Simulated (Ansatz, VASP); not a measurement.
Two plane-wave programs on WS

```
W S
1.0
     0.00000    2.66696    2.66696
     2.66696    0.00000    2.66696
     2.66696    2.66696    0.00000
W S
1 1
Direct
  0.00000 0.00000 0.00000
  0.25000 0.25000 0.25000
```

Alike in both runs: functional PBE; k mesh 14 × 14 × 14; occupations gaussian, width 0.1 eV; no spin polarisation.

Ansatz relaxed the structure, and its values are those at the end. VASP's run is a single point on that final structure, the one shown.

|  | VASP | Ansatz |
| --- | --- | --- |
| version | VASP 6.6.1 | Ansatz 0.2.0 |
| potentials or method | VASP PAW PBE potentials, release 64 (W_sv, S) | scalar-relativistic, plane waves, PAW |
| plane-wave cutoff (eV) | 520 | 420 |
| valence electrons in the cell | 20 | 20 |

Ansatz gave:

* gap on the k mesh at the Fermi level (eV): none
* pressure (GPa): 0.0

Q: Estimate VASP's values.

A: gap on the k mesh at the Fermi level (eV): none; pressure (GPa): 0.2.

A gap of «none» marks a metal or a gap that the smearing closes. The functional is the same, so the differences come from potentials, cutoffs and numerics.

The runs have no spin-orbit coupling, so splittings on W are missing.
